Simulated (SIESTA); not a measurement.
A run of SIESTA 5.4.2:

Contents of Zn.fdf:

```
SystemName                      Zinc
SystemLabel                     Zn
NumberOfSpecies                 1
NumberOfAtoms                   2
%block ChemicalSpeciesLabel
  1  30 Zn
%endblock ChemicalSpeciesLabel

LatticeConstant                 1.0 Ang
%block LatticeVectors
     2.6700000000     0.0000000000     0.0000000000
    -1.3350000000     2.3122878281     0.0000000000
     0.0000000000     0.0000000000     4.9660000000
%endblock LatticeVectors
AtomicCoordinatesFormat         Ang
%block AtomicCoordinatesAndAtomicSpecies
     1.3350000001     0.7707626093     3.7245000000  1
    -0.0000000001     1.5415252188     1.2415000000  1
%endblock AtomicCoordinatesAndAtomicSpecies

%block kgrid.MonkhorstPack
    8   0   0  0.0
    0   8   0  0.0
    0   0   4  0.0
%endblock kgrid.MonkhorstPack
XC.Functional                   GGA
XC.Authors                      PBE
PAO.BasisSize                   DZP
PAO.EnergyShift                 0.003 Ry
Mesh.Cutoff                     800 Ry
OccupationFunction              FD
ElectronicTemperature           0.05 eV
MaxSCFIterations                120
SCF.MustConverge                false
SCF.Mixer.Method                Pulay
SCF.Mixer.Weight                0.25
SCF.Mixer.History               8
SCF.DM.Tolerance                5.0e-05
SCF.H.Tolerance                 1.0e-03 eV
WriteForces                     true
Charge.Mulliken                 end
MD.TypeOfRun                    Broyden
MD.Steps                        40
MD.MaxForceTol                  0.02 eV/Ang
MD.MaxDispl                     0.1 Ang
WriteCoorStep                   true
AtomCoorFormatOut               Fractional
MD.VariableCell                 true
MD.MaxStressTol                 0.1 GPa
Target.Pressure                 10 GPa
%block PAO.Basis
  Zn 5
  n=3 0 2
    2.271 0.000
  n=4 0 2
    6.330 0.000
  n=3 1 2
    2.532 0.000
  n=4 1 1
    6.330
  n=3 2 2
    4.164 0.000
%endblock PAO.Basis
```

Potentials or basis: PseudoDojo 0.4 standard (PBE files), DZP (energy shift 0.003 Ry; two zetas on semicore shells).

Run with:

```bash
$ siesta < Zn.fdf > Zn.out 2>&1
```

Hardware: 1 thread of Arm Neoverse V1, with other jobs on the host.

Problem. Estimate the wall time of this run.

Solution. Wall time 6.6 min on 1 thread of Arm Neoverse V1 (shared host), peak memory 0.23 GiB. Counts: scf iterations 211, k points 150, bands 46, ion steps 35.
